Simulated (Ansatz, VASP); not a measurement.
## Two plane-wave programs on Ti

```
CELL_PARAMETERS angstrom
2.95000 0.00000 0.00000
-1.47500 2.55477 0.00000
0.00000 0.00000 4.68000
ATOMIC_POSITIONS crystal
Ti 0.66667 0.33333 0.75000
Ti 0.33333 0.66667 0.25000
```

Alike in both runs: functional revPBE; dispersion D3(BJ); k mesh 10 × 10 × 6; occupations fermi-dirac, width 0.1 eV; no spin polarisation.

```csv
,VASP,Ansatz
version,VASP 6.6.1,Ansatz 0.2.0
potentials or method,"VASP PAW PBE potentials, release 64 (Ti_sv)",Ansatz PAW polarizable
plane-wave cutoff (eV),520,420
valence electrons in the cell,24,24
task,single point,density of states
```

Ansatz gave:

* gap on the k mesh at the Fermi level (eV): none
* pressure (GPa): -9.6
* largest component of the traceless stress (GPa): 0.20
* dispersion energy (meV/atom): -1101.4

**Question.** Which values does VASP return?

**Answer.** gap on the k mesh at the Fermi level (eV): none; pressure (GPa): -10.1; largest component of the traceless stress (GPa): 0.20; dispersion energy (meV/atom): -1101.2.

A gap of «none» marks a metal or a gap that the smearing closes.

Caveats: pairwise dispersion overbinds metals, which lowers pressure and volume; the PAW data sets were made with another functional, which shifts forces and pressure a little (VASP); the PAW data sets come from PBE, with cores solved anew for the run's functional, which leaves a small shift of forces and pressure (Ansatz); the density of states is complete only up to the lowest level of the last band computed (Ansatz).
